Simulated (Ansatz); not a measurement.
**BAs: single point with PBE**

Crystal: BAs.

```
As B
1.0
     0.00000    2.38850    2.38850
     2.38850    0.00000    2.38850
     2.38850    2.38850    0.00000
As B
1 1
Direct
  0.75000 0.75000 0.75000
  0.00000 0.00000 0.00000
```

```json
{"Program": "Ansatz 0.2.0", "Task": "single point", "Functional": "PBE", "Potentials or basis": "all-electron LAPW, scalar-relativistic", "Cutoff": "315 eV (chosen from the basis error)", "Basis error allowed": "0.001 eV/atom", "k mesh": "10 × 10 × 10", "Occupations": "gaussian, width 0.022 eV", "Spin": "no spin polarisation"}
```

| Item | Value |
| --- | --- |
| Pressure | 2.7 GPa |
| Band gap on the k mesh | 1.19 eV, indirect (least direct gap 3.28 eV) |

Levels at points of the mesh, in eV from the valence-band top:
| k point | band 12 | band 13 | band 14 | band 15 | band 16 | band 17 |
| --- | --- | --- | --- | --- | --- | --- |
| (0.00, 0.00, 0.00) | 0.00 | 0.00 | 0.00 | 3.28 | 3.28 | 3.28 |
| (0.00, 0.00, -0.50) | -8.78 | -1.82 | -1.82 | 2.70 | 4.80 | 4.80 |
| (0.00, -0.50, -0.50) | -8.52 | -4.07 | -4.07 | 1.44 | 1.45 | 11.40 |

Run time: 29 s on 1 thread of Intel(R) Xeon(R) Processor @ 2.50GHz (Skylake/Cascade Lake) (shared host), peak memory 0.29 GiB.

A k mesh can miss the band edges.
